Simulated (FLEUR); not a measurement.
# TiC (Fm-3m) in FLEUR: notebook, part 2 of 2

FLEUR MaX-R8.1 (later development tree).

## (5) Single point, PBEsol+U

inp.xml reads:

```xml
<?xml version="1.0" encoding="UTF-8" standalone="no"?>
<fleurInput fleurInputVersion="0.39">
   <comment>
      TiC                                                                                                 
   </comment>
   <calculationSetup>
      <cutoffs Kmax="4.6" Gmax="14.3" GmaxXC="14.3" numbands="0"/>
      <scfLoop itmax="100" minDistance="0.0002" maxIterBroyd="50" imix="Anderson" alpha="0.05" precondParam="0.0" spinf="2.0" sdNocoIR="T"/>
      <coreElectrons ctail="T" frcor="F" kcrel="0" coretail_lmax="0"/>
      <xcFunctional name="PBEs" relativisticCorrections="F"/>
      <magnetism jspins="1"/>
      <soc l_soc="F" theta="0.0" phi="0.0" spav="F"/>
      <expertModes spex="0" secvar="F"/>
      <geometryOptimization l_f="F" forcealpha="1.0" forcemix="BFGS" epsdisp="0.00001" epsforce="0.00001"/>
      <ldaU l_linMix="F" mixParam="0.05" spinf="1.0"/>
   </calculationSetup>
   <cell>
      <bzIntegration valenceElectrons="16.0" mode="hist" fermiSmearingEnergy="0.00183747">
         <kPointListSelection listName="default-1"/>
         <!-- k-points included here -->
         <xi:include xmlns:xi="http://www.w3.org/2001/XInclude" href="kpts.xml"> </xi:include>
      </bzIntegration>
      <!-- symmetry operations included here -->
      <xi:include xmlns:xi="http://www.w3.org/2001/XInclude" href="sym.xml"> </xi:include>
      <bulkLattice scale="1.0">
         <bravaisMatrix>
            <row-1>    0.0000000000000000     4.0926154774783940     4.0926154774783940</row-1>
            <row-2>    4.0926154774783940     0.0000000000000000     4.0926154774783940</row-2>
            <row-3>    4.0926154774783940     4.0926154774783940     0.0000000000000000</row-3>
         </bravaisMatrix>
      </bulkLattice>
   </cell>
   <atomSpecies>
      <species name="Titanium (Ti)" element="Ti" atomicNumber="22">
         <mtSphere radius="2.13" gridPoints="711" logIncrement="0.017"/>
         <atomicCutoffs lmax="9" lnonsphr="9"/>
         <electronConfig flipSpins="F">
            <coreConfig>(1s1/2) (2s1/2) (2p1/2) (2p3/2)</coreConfig>
            <valenceConfig>(3s1/2) (3p1/2) (3p3/2) (4s1/2) (3d3/2) (3d5/2)</valenceConfig>
            <stateOccupation state="(3d3/2)" spinUp="0.400000" spinDown="0.400000"/>
            <stateOccupation state="(3d5/2)" spinUp="0.600000" spinDown="0.600000"/>
         </electronConfig>
         <energyParameters s="4" p="4" d="3" f="4"/>
         <ldaU l="2" U="6" J="0.0" l_amf="F"/>
         <lo type="SCLO" l="0" n="3" eDeriv="0"/>
         <lo type="SCLO" l="1" n="3" eDeriv="0"/>
         <lo type="SCLO" l="1" n="3" eDeriv="1"/>
         <lo type="SCLO" l="3" n="4" eDeriv="2"/>
      </species>
      <species name="Carbon (C)" element="C" atomicNumber="6">
         <mtSphere radius="1.63" gridPoints="543" logIncrement="0.019"/>
         <atomicCutoffs lmax="8" lnonsphr="8"/>
         <electronConfig flipSpins="F">
            <coreConfig>(1s1/2)</coreConfig>
            <valenceConfig>(2s1/2) (2p1/2) (2p3/2)</valenceConfig>
            <stateOccupation state="(2p1/2)" spinUp="0.333333" spinDown="0.333333"/>
            <stateOccupation state="(2p3/2)" spinUp="0.666667" spinDown="0.666667"/>
         </electronConfig>
         <energyParameters s="2" p="2" d="3" f="4"/>
         <lo type="SCLO" l="0" n="2" eDeriv="2"/>
         <lo type="SCLO" l="1" n="2" eDeriv="2"/>
         <lo type="SCLO" l="2" n="3" eDeriv="2"/>
      </species>
   </atomSpecies>
   <atomGroups>
      <atomGroup species="Titanium (Ti)">
         <relPos label="                   1">.0000000000 .0000000000 .0000000000</relPos>
         <force calculate="T" relaxXYZ="TTT"/>
      </atomGroup>
      <atomGroup species="Carbon (C)">
         <relPos label="                   2">1.000/2.000 1.000/2.000 1.000/2.000</relPos>
         <force calculate="T" relaxXYZ="TTT"/>
      </atomGroup>
   </atomGroups>
   <output dos="F" band="F" slice="F">
      <checks vchk="F" cdinf="F"/>
      <bandDOS minEnergy="-.5*Htr" maxEnergy="0.5*Htr" sigma="0.015" storeEVData="T"/>
      <vacuumDOS vacdos="F" integ="F" star="F" nstars="0" locx1="0.0" locy1="0.0" locx2="0.0" locy2="0.0" nstm="0" tworkf="0.0"/>
      <unfoldingBand unfoldBand="F" supercellX="1" supercellY="1" supercellZ="1"/>
      <plotting iplot="0" polar="F">
         <plot TwoD="T" vec1="  1.0  0.0  0.0" vec2="  0.0  1.0  0.0" vec3="  0.0  0.0  1.0" zero="  0.0  0.0  0.0" file="plot"/>
      </plotting>
      <chargeDensitySlicing numkpt="0" minEigenval="0.0" maxEigenval="0.0" nnne="0" pallst="F"/>
      <specialOutput eonly="F"/>
      <moessbauerParams electricFieldGradient="T" isomerShift="T" coreHyperfine="T" valenceHyperfine="T"/>
      <magneticCircularDichroism mcd="F" energyLo="-10.0" energyUp="0.0"/>
   </output>
  <!-- We include the file relax.xml here to enable relaxations (see documentation) -->
  <xi:include xmlns:xi="http://www.w3.org/2001/XInclude" href="relax.xml"> <xi:fallback/> </xi:include>
</fleurInput>
```

crystal.txt reads:

```
TiC
&input cartesian=F /
0.0000000000  2.1657188437  2.1657188437
2.1657188437  0.0000000000  2.1657188437
2.1657188437  2.1657188437  0.0000000000
1.8897261246
1.0 1.0 1.0

2
22 0.0000000000  0.0000000000  0.0000000000
6 0.5000000000  0.5000000000  0.5000000000

&kpt div1=9 div2=9 div3=9 gamma=T /
```

Started as:

```
inpgen -f crystal.txt -profile fastHighL
# inp.xml edited to the form shown
fleur_MPI
```

It took 19 s on 1 thread of Arm Neoverse V2, shared host; peak memory 0.06 GiB.

The run converged. Its results:

| Item | Value |
| --- | --- |
| Free energy | -24238.3792 eV |
| Band gap on the k mesh | none (metal or under the smearing width) |
| Valence electrons inside the program's atomic spheres | Ti 9.74; C 2.83 (radii Ti 2.13, C 1.63 bohr) |

Levels at points of the mesh, in eV from the Fermi level:
```csv
k point,band 6,band 7,band 8,band 9,band 10,band 11
"(0.00, 0.00, 0.00)",1.20,1.20,1.20,1.49,1.49,1.49
```

Eigenvalues of the final occupation matrices:
```csv
site,spin,trace,eigenvalues
atom type 1,1,1.50,0.19 0.19 0.19 0.46 0.46
```

Core levels (eV from the Fermi level):
```tsv
atom	levels
1 Ti	1s1/2 -4857.6, 2s1/2 -532.2, 2p1/2 -443.7, 2p3/2 -437.9
2 C	1s1/2 -263.1
```

Caveat: U without spin polarisation on a metal has little footing; the U is typed as a test and isn't derived for this compound.

## (6) The runs side by side

| U | gap on the mesh (eV) |
| --- | --- |
| Ti d U = 3 eV | none |
| Ti d U = 4 eV | none |
| Ti d U = 5 eV | none |
| Ti d U = 6 eV | none |

Alike in all rows: task single point; level PBEsol+U; potentials or basis all-electron, FLAPW; no spin polarisation; cell as given; k mesh 9 × 9 × 9; smearing fermi-dirac 0.05 eV; kmax 4.6 1/bohr.

Every run on the cell as given and a fine mesh finds a metal.

Caveats: U without spin polarisation on a metal has little footing; the U is typed as a test and isn't derived for this compound.

Compare energies only between runs with the same functional and basis.
